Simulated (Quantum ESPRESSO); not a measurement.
**Ge under changes of volume**

One of the cells (19.607 Å³/atom); the others are scaled copies at fixed shape and fractional positions:

```
CELL_PARAMETERS angstrom
1.39715 -2.60052 0.00000
1.39715 2.60052 0.00000
0.00000 0.00000 2.69823
ATOMIC_POSITIONS crystal
Ge 0.50000 0.50000 0.00000
```

This isn't the form of Ge at room conditions, which is diamond.

- Program: Quantum ESPRESSO 7.5
- Functional: LDA
- Potentials or basis: PseudoDojo 0.4.1 SR LDA standard
- Cutoff: 1061 eV
- Density cutoff: 4245 eV
- k mesh: 11 × 11 × 10
- Occupations: fermi-dirac, width 0.05 eV
- Spin: no spin polarisation

| volume (Å³/atom) | energy over the lowest point (meV/atom) | pressure (GPa) |
| --- | --- | --- |
| 18.431 | 0.00 | -1.8 |
| 18.823 | ? | ? |
| 19.215 | 15.87 | -4.6 |
| 19.607 | 28.47 | -5.7 |
| 19.999 | 43.71 | -6.7 |
| 20.391 | 61.28 | -7.6 |
| 20.783 | 80.91 | -8.4 |

**Question.** What does the run at 18.823 Å³/atom give?

**Answer.** Energy over the lowest point 6.25 meV/atom; pressure -3.3 GPa.

Worked out: A Birch-Murnaghan fit of order 3 (a polynomial in V^(-2/3)) to the other rows has its minimum at 18.01 Å³/atom, just outside them, with B0 = V·E''(V) = 82 GPa and B' = 4.6 at fixed shape and positions, which overstates the stiffness. It gives 6.25 meV/atom at 18.823 Å³/atom, against the run's 6.25, and -dE/dV = -3.3 GPa, against -3.3.

Energies are extrapolated to zero smearing.
